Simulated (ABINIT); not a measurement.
Runs of ABINIT 10.8.3 (patched build) on Si2Ni. Symmetry: Fm-3m, No. 225, cubic system. The conventional cell has a = 5.406 Å, b = 5.406 Å, c = 5.406 Å, α = 90.00°, β = 90.00°, γ = 90.00°. Ni (site symmetry m-3m) is surrounded by 8 Si at 2.34 Å. Si (site symmetry -43m) has 4 Ni at 2.34 Å as nearest neighbours. 

| level | gap on the mesh (eV) | pressure (GPa) | moment (μB) |
| --- | --- | --- | --- |
| BLYP | none | (a) | 0.00 |
| PBEsol | none | -1.5 | 0.00 |
| RPBE | none | 5.8 | 0.00 |
| LDA | none | (b) | 0.00 |
| AM05 | none | -2.5 | 0.00 |

Alike in all rows: task single point; potentials or basis JTH PAW PBE v2.0; spin collinear, ferromagnetic start; cell as given; k mesh 7 × 7 × 7; cutoff (eV) 1333; smearing fermi-dirac 0.05 eV.

Question: Fill in the values left out.

Answer: (a) 10.8; (b) -4.5.

Caveats: small starting moments can end in a higher magnetic state in this program; the PAW data sets were made with another functional, which shifts forces and pressure a little.

A gap of «none» marks a metal or a gap under the smearing width.

Runs at the PBE level aren't shown here.
